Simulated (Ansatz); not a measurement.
Write the native input for Ansatz 0.2.0 that does the following.

| Item | Value |
| --- | --- |
| Task | single point |
| Functional | PBE |
| Potentials or basis | Ansatz PAW |
| Cutoff | 420 eV (not typed: the program's choice for these potentials) |
| k mesh | 9 × 9 × 9 |
| Occupations | gaussian, width 0.015 eV |
| Spin | no spin polarisation |

The system is Pb.

```
Pb
1.0
    -1.97966    1.97966    1.97966
     1.97966   -1.97966    1.97966
     1.97966    1.97966   -1.97966
Pb
1
Direct
  0.00000 0.00000 0.00000
```

This isn't the form of Pb at room conditions, which is fcc.

One way to write it, as run:

input.yaml

```yaml
crystal:
  lattice:
    - [-1.9796595667, 1.9796595667, 1.9796595667]
    - [1.9796595667, -1.9796595667, 1.9796595667]
    - [1.9796595667, 1.9796595667, -1.9796595667]
  atoms:
    - { symbol: Pb, position: [0.0, 0.0, 0.0] }
hamiltonian:
  xc: pbe
  pseudopotentials: { kind: paw }
kpoints:
  mp_grid: { grid: [9, 9, 9] }
scf:
  occupations: { method: gaussian, width: 0.015 }
output:
  forces: true
  stress: true
  eigenvalues: true
```

Potentials or basis: Ansatz PAW.

Launch:

```sh
$ ansatz run input.yaml --threads 2 --pin off --max-ram 5632MiB --backend cpu --events-out ev --progress --plain --runs-dir out
```

It gave:

The pressure is 0.7 GPa and the band gap on the k mesh is none (metal or under the smearing width).

It took 0.44 s on 2 threads of Arm Neoverse V2, on a shared host, peak memory 0.27 GiB.
